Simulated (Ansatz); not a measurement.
# Ru (sc type): how the settings move a single-point run

How sensitive is a single-point run of Ru (sc type) to its settings? A reference run comes first, then two runs with altered input.

Program: Ansatz 0.2.0. Level of theory: reference: DFT, PBE, norm-conserving pseudopotentials, Ansatz's default files, scalar-relativistic. These are calculated values, not measurements.

## Step 1: The structure to begin with

The structure is cubic, space group Pm-3m (No. 221). Conventional cell: a = 1.851 Å, b = 1.851 Å, c = 1.851 Å, α = 90.00°, β = 90.00°, γ = 90.00°. Ru (site symmetry m-3m) is surrounded by 6 Ru at 1.85 Å.

Coordinates:

```
Ru
1.0
     1.85094    0.00000    0.00000
     0.00000    1.85094    0.00000
     0.00000    0.00000    1.85094
Ru
1
Cartesian
  0.0000 0.0000 0.0000
```

## Step 2: The reference run

File input.yaml:

```yaml
crystal:
  lattice:
    - [1.8509446025, 0.0, 0.0]
    - [0.0, 1.8509446025, 0.0]
    - [0.0, 0.0, 1.8509446025]
  atoms:
    - { symbol: Ru, position: [0.0, 0.0, 0.0] }
kpoints:
  mp_grid: { grid: [15, 15, 15] }
scf:
  occupations: { method: fermi_dirac, width: 0.1 }
hamiltonian:
  xc: pbe
  pseudopotentials: { kind: nc }
output:
  forces: true
  stress: true
  eigenvalues: true
```

Started as:

```console
$ ansatz run input.yaml --threads 1 --pin off --max-ram 2048MiB --backend cpu --events-out ev --progress --plain --runs-dir out
```

Excerpt of the output:

```text
[...]
Basis set: ecut = 1142.878222 eV, 587 PW (Γ), exchange–correlation on 48×48×48 points (8 copies of the dense FFT grid, shifted against one another)
[...]
k-points: 120 of 3375
[...]
SCF iter   1: F=—  HF=-2728.866334 eV  |F-HF|=—  |Δ(HF+E_count)|=         —  Δρ=5.73e-2  dr2=1.04e-1  ethr=3.10e-3  ⟨swp⟩=7.6  Hψ=11813  notcnv=0
preconditioner: auto → none  [metal: Δε(μ)=0.078 eV  Ē_g=38.859 eV  σ=0.100 eV  W_gap=0.19  n_scr=0 (ndim 8)  ℏωp=55.2 eV  f_vac=0.000  D(μ)=0.39/eV (n_scr^D=0)]
SCF iter   2: F=—  HF=-2728.825263 eV  |F-HF|=—  |Δ(HF+E_count)|=   4.11e-2  Δρ=1.44e-2  dr2=3.54e-3  ethr=6.51e-4  ⟨swp⟩=2.7  Hψ=3282  notcnv=0  defer=13
[...]
SCF iter   5: F=—  HF=-2728.824332 eV  |F-HF|=—  |Δ(HF+E_count)|=   6.31e-7  Δρ=2.10e-5  dr2=1.34e-8  ethr=6.25e-10  ⟨swp⟩=11.8  Hψ=10224  notcnv=0
SCF iter   6: F=-2728.824332 eV  HF=-2728.824332 eV  |F-HF|=2.09e-11  |Δ(HF+E_count)|=   6.27e-9  Δρ=1.56e-6  dr2=3.63e-11  ethr=8.35e-11  ⟨swp⟩=3.5  Hψ=6016  notcnv=0
[...]
SCF converged after 6 iterations
Free energy (F): -2728.824332 eV
[...]
E sigma→0 (E₀):  -2728.818331 eV
[...]
Fermi energy:    56.626462 eV
[...]
  P = ⅓ Tr σ = 1597.8836 GPa (15978.836 kbar)
[...]
```

Wall time 2.6 s (1 thread of Arm Neoverse V1, shared host); peak memory 0.23 GiB.

## Step 3: Changing settings: mp_grid.grid [5, 5, 5], hubbard.sites [{species: Ru, l: d, u_eff: 6.0}], hubbard.double_counting fll

input.yaml, as its differences from that of step 2:

```diff
@@ -8,3 +8,3 @@
 kpoints:
-  mp_grid: { grid: [15, 15, 15] }
+  mp_grid: { grid: [5, 5, 5] }
 scf:
@@ -14,2 +14,3 @@
   pseudopotentials: { kind: nc }
+  hubbard: { sites: [{ species: Ru, l: d, u_eff: 6.0 }], double_counting: fll }
 output:
```

Started as:

```console
$ ansatz run input.yaml --threads 1 --pin off --max-ram 2048MiB --backend cpu --events-out ev --progress --plain --runs-dir out
```

The log of the run:

```text
Engine: ansatz 0.2.0
Pseudopotentials: kind: nc
Pseudopotential: Ru, nc, valence charge 16, recommended cutoff 1142.878222 eV (normal), Ru.nc.azcp
Functional definition: PBE
  parameter kappa = 0.804
  parameter beta = 0.06672455060314922
  exchange = pbe_x(kappa = kappa, mu = beta*pi^2/3)
  correlation = pbe_c(beta = beta)
Crystal: 1 atoms, lattice volume = 6.341 Å³
Basis set: ecut = 1142.878222 eV, 587 PW (Γ), exchange–correlation on 48×48×48 points (8 copies of the dense FFT grid, shifted against one another)
Bands: 12, of which v1, the nominal top of the filled ones, is band 8 counted from 1 (7 counted from 0)
Symmetry: 48 space group operations
Space group: Pm-3m (ITA 221), of the structure as read, at distance tolerance 1.9e-5 Å
k-points: 10 of 125
Non-local potential: Ru, projectors of the file, l = 0: 2, l = 1: 2, l = 2: 2
Initial density: superposition of atomic densities (chi_scale 0.1, normalization cell)
Initial wavefunctions: pseudopotential atomic-orbital guess
Functional: x = pbe(κ = 0.804, μ = 0.2195149727645171), c = pbe(β = 0.06672455060314922)
iter 1 solved again at ethr=1.53e-3 eV; its pass at ethr=3.10e-3 eV (dr2=2.45e-1 eV) is discarded
SCF iter   1: F=—  HF=-2723.333693 eV  |F-HF|=—  |Δ(HF+E_count)|=         —  Δρ=8.60e-2  dr2=2.43e-1  ethr=1.53e-3  ⟨swp⟩=1.0  Hψ=1158  notcnv=0
preconditioner: auto → none  [metal: Δε(μ)=0.100 eV  Ē_g=39.266 eV  σ=0.100 eV  W_gap=0.24  n_scr=0 (ndim 8)  ℏωp=55.2 eV  f_vac=0.000  D(μ)=1.40/eV (n_scr^D=26)]
SCF iter   2: F=—  HF=-2723.335343 eV  |F-HF|=—  |Δ(HF+E_count)|=   1.65e-3  Δρ=2.11e-2  dr2=6.60e-3  ethr=1.52e-3  ⟨swp⟩=2.9  Hψ=213  notcnv=0
SCF iter   3: F=—  HF=-2723.358249 eV  |F-HF|=—  |Δ(HF+E_count)|=   2.29e-2  Δρ=6.03e-3  dr2=7.73e-4  ethr=4.12e-5  ⟨swp⟩=2.0  Hψ=207  notcnv=0
SCF iter   4: F=—  HF=-2723.360805 eV  |F-HF|=—  |Δ(HF+E_count)|=   2.56e-3  Δρ=5.24e-4  dr2=6.43e-6  ethr=4.83e-6  ⟨swp⟩=2.6  Hψ=182  notcnv=0
SCF iter   5: F=—  HF=-2723.360816 eV  |F-HF|=—  |Δ(HF+E_count)|=   1.08e-5  Δρ=1.16e-4  dr2=1.33e-7  ethr=4.02e-8  ⟨swp⟩=2.3  Hψ=208  notcnv=0
SCF iter   6: F=-2723.360816 eV  HF=-2723.360816 eV  |F-HF|=9.09e-10  |Δ(HF+E_count)|=   6.56e-8  Δρ=1.50e-5  dr2=3.53e-9  ethr=6.25e-10  ⟨swp⟩=9.1  Hψ=749  notcnv=0
SCF 1 converged in 6 iterations: F = -2723.360816 eV  dr2 = 3.53e-9
SCF converged after 6 iterations
Free energy (F): -2723.360816 eV
Harris-Foulkes:  -2723.360816 eV  (|F-HF|=9.09e-10)
Internal energy: -2723.316213 eV  (E = F + TS)
E sigma→0 (E₀):  -2723.338514 eV
Entropy (-TS):   -0.044603 eV (-44.603 meV/atom)
Fermi energy:    55.138499 eV
--- Per-component energies (eV) ---
  E_band       = 379.971904
  E_kinetic    = 1002.163651
  E_local      = -958.844474  (includes V_loc(G=0)·N_el)
  E_nonlocal   = 323.252041
  E_hartree    = 221.292513
  E_xc         = -491.241651
  E_vxc        = -417.124413  (∫ρ·V_xc dr)
  E_hubbard    = 5.417989  (on-site DFT+U / exact-exchange correction)
  E_vhub       = -12.059813  (the Hubbard potential's part of the band-sum identity)
  E_ewald      = -2825.356282
  E_smearing   = -0.044603  (= −TS)
  E_closure    = 0.000000  (closes the sum)
  Σ components = -2723.360816   (vs F -2723.360816, Δ=0.00e0)
--- Forces (eV/Å), atoms counted from 1 ---
  atom   1  Ru     0.00000000     0.00000000     0.00000000
  max |Σ_I F_I| component: 7.40e-32 eV/Å
--- Stress (GPa, compression-positive) ---
     1625.629031       0.000000       0.000000
        0.000000    1625.629031       0.000000
        0.000000       0.000000    1625.629031
  P = ⅓ Tr σ = 1625.6290 GPa (16256.290 kbar)
--- Band table (eV; the first three rows and the last of 10) ---
  k-point 0: bands = ["-24.3491", "13.0573", "13.0573", "13.0573", "37.7219", "37.7219", "45.0409", "60.6942", "60.6942", "60.6942", "80.4455", "80.4455"]
  k-point 1: bands = ["-23.5931", "8.4333", "13.4935", "13.4935", "38.5084", "42.0689", "49.0330", "55.8925", "55.8925", "61.1129", "73.8340", "77.6086"]
  k-point 2: bands = ["-22.3373", "2.8315", "14.2730", "14.2730", "40.0045", "46.4243", "50.6563", "50.6563", "55.2761", "61.8433", "69.9051", "73.5134"]
  k-point 9: bands = ["-17.4608", "6.1918", "6.1918", "6.3233", "38.1741", "39.2209", "39.2209", "61.0901", "64.3495", "64.3495", "82.3847", "90.8706"]
Occupation matrices written to <dir>
```

Wall time 0.42 s (1 thread of Arm Neoverse V1, shared host); peak memory 0.2 GiB.

Changing the k-point mesh and Hubbard U moves the energy by +5.46 eV/atom, and the pressure goes from 1597.9 to 1625.6 GPa. The U term adds an energy of its own, so the shift says nothing about which run is better. Cost: 0.42 s against 2.6 s.

## Step 4: Changing settings: symmetry.detect false, occupations.method methfessel_paxton, occupations.width 0.005, hubbard.sites [{species: Ru, l: d, u_eff: 2.0}], hubbard.double_counting amf

input.yaml, as its differences from that of step 2:

```diff
@@ -7,2 +7,3 @@
     - { symbol: Ru, position: [0.0, 0.0, 0.0] }
+  symmetry: { detect: false }
 kpoints:
@@ -10,3 +11,3 @@
 scf:
-  occupations: { method: fermi_dirac, width: 0.1 }
+  occupations: { method: methfessel_paxton, width: 0.005 }
 hamiltonian:
@@ -14,2 +15,3 @@
   pseudopotentials: { kind: nc }
+  hubbard: { sites: [{ species: Ru, l: d, u_eff: 2.0 }], double_counting: amf }
 output:
```

Started as:

```console
$ ansatz run input.yaml --threads 1 --pin off --max-ram 2048MiB --backend cpu --events-out ev --progress --plain --runs-dir out
```

The log of the run:

```text
[... 8 set-up lines as earlier in the session ...]
Crystal: 1 atoms, lattice volume = 6.341 Å³
Basis set: ecut = 1142.878222 eV, 587 PW (Γ), exchange–correlation on 48×48×48 points (8 copies of the dense FFT grid, shifted against one another)
Bands: 12, of which v1, the nominal top of the filled ones, is band 8 counted from 1 (7 counted from 0)
Symmetry: 1 space group operations
k-points: 1688 of 3375 (time reversal used)
[... 4 set-up lines as earlier in the session ...]
iter 1 solved again at ethr=6.48e-4 eV; its pass at ethr=3.10e-3 eV (dr2=1.04e-1 eV) is discarded
SCF iter   1: F=—  HF=-2728.861650 eV  |F-HF|=—  |Δ(HF+E_count)|=         —  Δρ=5.72e-2  dr2=1.03e-1  ethr=6.48e-4  ⟨swp⟩=1.0  Hψ=205813  notcnv=0
preconditioner: auto → none  [insulator: Δε(μ)=0.021 eV  Ē_g=38.862 eV  σ=0.005 eV  W_gap=0.88  n_scr=0 (ndim 8)  ℏωp=55.2 eV  f_vac=0.000  D(μ)=2.82/eV (n_scr^D=80)  ε∞_Penn≈3.0]
SCF iter   2: F=—  HF=-2728.831080 eV  |F-HF|=—  |Δ(HF+E_count)|=   3.06e-2  S|Δr|=    0.00e0  Δρ=1.37e-2  dr2=3.19e-3  ethr=6.41e-4  ⟨swp⟩=3.3  Hψ=39053  notcnv=0
SCF iter   3: F=—  HF=-2728.835741 eV  |F-HF|=—  |Δ(HF+E_count)|=   4.66e-3  S|Δr|=    0.00e0  Δρ=2.92e-3  dr2=1.07e-4  ethr=1.99e-5  ⟨swp⟩=3.6  Hψ=46119  notcnv=0  defer=63
SCF iter   4: F=—  HF=-2728.836174 eV  |F-HF|=—  |Δ(HF+E_count)|=   4.33e-4  S|Δr|=    0.00e0  Δρ=2.62e-4  dr2=1.00e-6  ethr=6.66e-7  ⟨swp⟩=2.9  Hψ=41847  notcnv=0  defer=63
SCF iter   5: F=—  HF=-2728.836175 eV  |F-HF|=—  |Δ(HF+E_count)|=   6.70e-7  S|Δr|=    0.00e0  Δρ=3.47e-5  dr2=2.64e-8  ethr=6.25e-10  ⟨swp⟩=9.7  Hψ=130185  notcnv=0
SCF iter   6: F=-2728.836175 eV  HF=-2728.836175 eV  |F-HF|=9.31e-10  |Δ(HF+E_count)|=   1.07e-8  S|Δr|=    0.00e0  Δρ=8.11e-6  dr2=1.33e-9  ethr=1.65e-10  ⟨swp⟩=3.7  Hψ=86563  notcnv=0
SCF 1 converged in 6 iterations: F = -2728.836175 eV  dr2 = 1.33e-9
SCF converged after 6 iterations
Stability not checked: this state was not tested for a lower state beside it, because cold or Methfessel-Paxton smearing, or corrected tetrahedra, fill the levels in a way that the test cannot read (fill_not_monotonic; see scf.lower_state_search)
Free energy (F): -2728.836175 eV
Harris-Foulkes:  -2728.836175 eV  (|F-HF|=9.31e-10)
Internal energy: -2728.836166 eV  (E = F + TS)
E sigma→0 (E₀):  -2728.836172 eV
Entropy (-TS):   -0.000009 eV (-0.009 meV/atom)
Fermi energy:    56.674571 eV
--- Per-component energies (eV) ---
  E_band       = 389.635232
  E_kinetic    = 999.808703
  E_local      = -954.127994  (includes V_loc(G=0)·N_el)
  E_nonlocal   = 322.779744
  E_hartree    = 218.915321
  E_xc         = -490.836766
  E_vxc        = -416.619028  (∫ρ·V_xc dr)
  E_hubbard    = -0.018893  (on-site DFT+U / exact-exchange correction)
  E_vhub       = -0.037783  (the Hubbard potential's part of the band-sum identity)
  E_ewald      = -2825.356282
  E_smearing   = -0.000009  (= −TS)
  E_closure    = -0.000000  (closes the sum)
  Σ components = -2728.836175   (vs F -2728.836175, Δ=0.00e0)
DFT+U double counting: amf (around mean field; hamiltonian.hubbard.double_counting)
--- Forces (eV/Å), atoms counted from 1 ---
  atom   1  Ru     0.00000000     0.00000000    -0.00000000
  max |Σ_I F_I| component: 3.57e-9 eV/Å
--- Stress (GPa, compression-positive) ---
     1595.957971      -0.000029      -0.000028
       -0.000029    1595.958016      -0.000021
       -0.000028      -0.000021    1595.958215
  P = ⅓ Tr σ = 1595.9581 GPa (15959.581 kbar)
--- Band table (eV; the first three rows and the last of 1688) ---
  k-point 0: bands = ["-24.5408", "12.8678", "12.8678", "12.8678", "39.1722", "39.1722", "45.0728", "62.1130", "62.1130", "62.1130", "80.4344", "80.4344"]
  k-point 1: bands = ["-24.4465", "12.2235", "12.9216", "12.9216", "39.2652", "39.8631", "45.4630", "61.3630", "61.3630", "62.1640", "79.2384", "81.1449"]
  k-point 2: bands = ["-24.1727", "10.5523", "13.0757", "13.0757", "39.5349", "41.4843", "46.7859", "59.5296", "59.5296", "62.3094", "76.6088", "81.3587"]
  k-point 1687: bands = ["-21.7633", "2.0679", "13.6411", "13.7064", "42.7558", "48.5108", "49.4038", "50.3852", "58.6313", "62.0708", "70.5383", "76.3783"]
Occupation matrices written to <dir>
```

Wall time 76 s (1 thread of Arm Neoverse V1, shared host); peak memory 0.92 GiB.

Changing the use of symmetry, smearing and Hubbard U moves the energy by -17.8 meV/atom (σ→0 values), and the pressure goes from 1597.9 to 1596.0 GPa. The U term adds an energy of its own, so the shift says nothing about which run is better. Cost: 76 s against 2.6 s.

## Step 5: All runs together

| run | ending | energy change | pressure (GPa) | gap (eV) | force (eV/Å) | cycles | time |
| --- | --- | --- | --- | --- | --- | --- | --- |
| reference | converged | 0 | 1597.9 | 0.00 | 0.00 | 6 | 2.6 s |
| 1: mp_grid.grid [5, 5, 5], hubbard.sites [{species: Ru, l: d, u_eff: 6.0}], hubbard.double_counting fll | converged | +5.46 eV/atom (U changed: no physical gain or loss) | 1625.6 | 0.00 | 0.00 | 6 | 0.42 s |
| 2: symmetry.detect false, occupations.method methfessel_paxton, occupations.width 0.005, hubbard.sites [{species: Ru, l: d, u_eff: 2.0}], hubbard.double_counting amf | converged | -17.8 meV/atom (σ→0) (U changed: no physical gain or loss) | 1596.0 | 0.00 | 0.00 | 6 | 76 s |

Residual by cycle in the longest SCF loop of each run; runs are numbered as in the table. The quantity is the density residual dr2, in eV.

```
cycle  reference   run 1    run 2
    1      0.104   0.243    0.103
    2    0.00354  0.0066  0.00319
    3     2.5e-4  7.7e-4   1.1e-4
    4     1.2e-6  6.4e-6   1.0e-6
    5     1.3e-8  1.3e-7   2.6e-8
    6    3.6e-11  3.5e-9   1.3e-9
```

A changed U is a change of model: its shifts are not errors of convergence. Of the variants the dearest is «symmetry.detect false, occupations.method methfessel_paxton, occupations.width 0.005, hubbard.sites [{species: Ru, l: d, u_eff: 2.0}], hubbard.double_counting amf» (76 s), the cheapest «mp_grid.grid [5, 5, 5], hubbard.sites [{species: Ru, l: d, u_eff: 6.0}], hubbard.double_counting fll» (0.42 s), on a shared host. The structure is not at rest: the sound run finds 1598 GPa, so these are no properties of the relaxed crystal. 
